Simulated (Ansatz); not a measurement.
Crystal: Cu.

```
Cu
1.0
     2.53410    0.00000    0.00000
    -1.26705    2.19459    0.00000
     0.00000    0.00000    4.11257
Cu
2
Direct
  0.66667 0.33333 0.75000
  0.33333 0.66667 0.25000
```

This isn't the form of Cu at room conditions, which is fcc.

- Program: Ansatz 0.2.0
- Task: relaxation of cell and atoms
- Functional: BLYP
- Potentials or basis: Ansatz PAW
- Cutoff: 420 eV (not typed: the program's choice for these potentials)
- k mesh: 12 × 12 × 7
- Occupations: fermi-dirac, width 0.05 eV
- Spin: no spin polarisation

At the start: volume 11.44 Å³/atom.

Question: Where does the relaxation end?

Answer: It ends after 9 steps and the volume is 12.74 Å³/atom (+11.4 %); space group P6_3/mmc (No. 194, to 0.05 Å).

The path:
```
step  energy change (eV)  largest force (eV/Å)  volume (Å³)
   1              0.0000                0.0000        22.87
   2             -0.0828                0.0000        24.01
   3             -0.1145                0.0000        25.19
   4             -0.1154                0.0000        25.43
   5             -0.1154                0.0000        25.46
   6             -0.1154                0.0000        25.46
   7             -0.1171                0.0000        25.46
   8             -0.1171                0.0000        25.48
   9             -0.1171                0.0000        25.48
```

Final structure:
```xyz
2
Lattice="2.6330 0.0000 0.0000 -1.3165 2.2802 0.0000 0.0000 0.0000 4.2443" Properties=species:S:1:pos:R:3 pbc="T T T"
Cu    1.3165    0.7601    3.1832
Cu    0.0000    1.5201    1.0611
```

Caveat: the plane-wave basis is chosen anew once the cell has moved, so the energies of steps on either side of that aren't comparable; the PAW data sets come from PBE, with cores solved anew for the run's functional, which leaves a small shift of forces and pressure.
